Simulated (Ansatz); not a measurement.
# BaS: the cost of one run

Program: Ansatz 0.2.0. Level of theory: DFT PBE, scalar-relativistic, plane waves, PAW. These are calculated values, not measurements.

2 further runs of the same task are left out: 2 that didn't finish.

## (1) The starting structure

The structure is cubic, space group Fm-3m (No. 225). Conventional cell: a = 6.388 Å, b = 6.388 Å, c = 6.388 Å, α = 90.00°, β = 90.00°, γ = 90.00°. Ba (site symmetry m-3m) has 6 S at 3.19 Å as nearest neighbours. S (site symmetry m-3m) is surrounded by 6 Ba at 3.19 Å.

As a file:

```cif
data_structure
_symmetry_space_group_name_H-M 'P 1'
_symmetry_Int_Tables_number 1
_cell_length_a 4.5166
_cell_length_b 4.5166
_cell_length_c 11.0635
_cell_angle_alpha 90.000
_cell_angle_beta 90.000
_cell_angle_gamma 120.000
_cell_volume 195.46
loop_
_atom_site_label
_atom_site_type_symbol
_atom_site_fract_x
_atom_site_fract_y
_atom_site_fract_z
_atom_site_occupancy
Ba1 Ba 0.00000 0.00000 0.00000 1
S1 S 0.66667 0.33333 0.16667 1
Ba2 Ba 0.33333 0.66667 0.33333 1
S2 S 0.00000 0.00000 0.50000 1
Ba3 Ba 0.66667 0.33333 0.66667 1
S3 S 0.33333 0.66667 0.83333 1
```

This is a trial structure built by rule; it need not be a known or stable form of this composition.

(A quick probe on a coarse mesh, which set the mesh and smearing, is not shown.)

## (3) The relaxation

The input, input.yaml:

```yaml
crystal:
  lattice:
    - [4.516645, 0.0, 0.0]
    - [-2.258322, 3.911529, 0.0]
    - [0.0, 0.0, 11.063475]
  atoms:
    - { symbol: Ba, position: [0.0, 0.0, 0.0] }
    - { symbol: S, position: [0.66666667, 0.33333333, 0.16666667] }
    - { symbol: Ba, position: [0.33333333, 0.66666667, 0.33333333] }
    - { symbol: S, position: [0.0, 0.0, 0.5] }
    - { symbol: Ba, position: [0.66666667, 0.33333333, 0.66666667] }
    - { symbol: S, position: [0.33333333, 0.66666667, 0.83333333] }
basis:
  ecutwfc: 420
kpoints:
  mp_grid: { grid: [9, 9, 4] }
hamiltonian:
  xc: pbe
scf:
  occupations: { method: gaussian, width: 0.02 }
output:
  forces: true
  stress: true
  eigenvalues: true
relax:
  adjacent_minimum: "off"
  f_tol: 0.005
  max_steps: 80
  cell: { stress_tol: 0.05 }
```

Command:

```sh
$ ansatz run input.yaml --threads 1 --pin off --max-ram 2560MiB --backend cpu --events-out ev --progress --plain --runs-dir out
```

What time and memory should one allow on 1 thread of Arm Neoverse V2, shared host?

About 50 s, with a peak of 0.53 GiB.
